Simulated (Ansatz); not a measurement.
Starting structure, clean slab, lower half held (AlN, P6_3mc (No. 186), (1 0 0) face):

```yaml
crystal:
  lattice:
    - [3.10667, 0.00000, 0.00000]
    - [0.00000, 4.97840, 0.00000]
    - [0.00000, 0.00000, 23.27772]
  atoms:
    - { symbol: Al, position: [0.00000, 0.99831, 0.36516] }
    - { symbol: N, position: [0.00000, 0.61669, 0.36516] }
    - { symbol: Al, position: [0.50000, 0.49831, 0.40368] }
    - { symbol: N, position: [0.50000, 0.11669, 0.40368] }
    - { symbol: Al, position: [0.50000, 0.99831, 0.48074] }
    - { symbol: N, position: [0.50000, 0.61669, 0.48074] }
    - { symbol: Al, position: [0.00000, 0.49831, 0.51926] }
    - { symbol: N, position: [0.00000, 0.11669, 0.51926] }
    - { symbol: Al, position: [0.00000, 0.99831, 0.59632] }
    - { symbol: N, position: [0.00000, 0.61669, 0.59632] }
    - { symbol: Al, position: [0.50000, 0.49831, 0.63484] }
    - { symbol: N, position: [0.50000, 0.11669, 0.63484] }
```

Theory: Ansatz, DFT r2SCAN, scalar-relativistic, plane waves, PAW. Settings: cutoff 500 eV, Γ-centred mesh 9×6×1 on the computed 12-atom cell, Gaussian smearing of 0.05 eV; no spin polarisation. The cell repeats along c with a dipole correction in the vacuum.

Atoms 1, 2, 3, 4, 5, 6 (counted from 1) are held. The cell is fixed. Force threshold 0.03 eV/Å.

Q: Where does it end?

A: The energy falls by 0.558 eV in 6 steps, to:

```xyz
12
Lattice="3.1067 0.0000 0.0000 0.0000 4.9784 0.0000 0.0000 0.0000 23.2777" Properties=species:S:1:pos:R:3 pbc="T T T"
Al    0.0000    4.9700    8.5000
N     0.0000    3.0701    8.5000
Al    1.5533    2.4808    9.3968
N     1.5533    0.5809    9.3968
Al    1.5533    4.9700   11.1905
N     1.5533    3.0701   11.1905
Al    0.0000    2.4710   12.0342
N     0.0000    0.5807   12.0551
Al    0.0000    4.9971   13.9418
N     0.0000    3.0981   13.8787
Al    1.5533    2.3552   14.5066
N     1.5533    0.6059   14.6995
```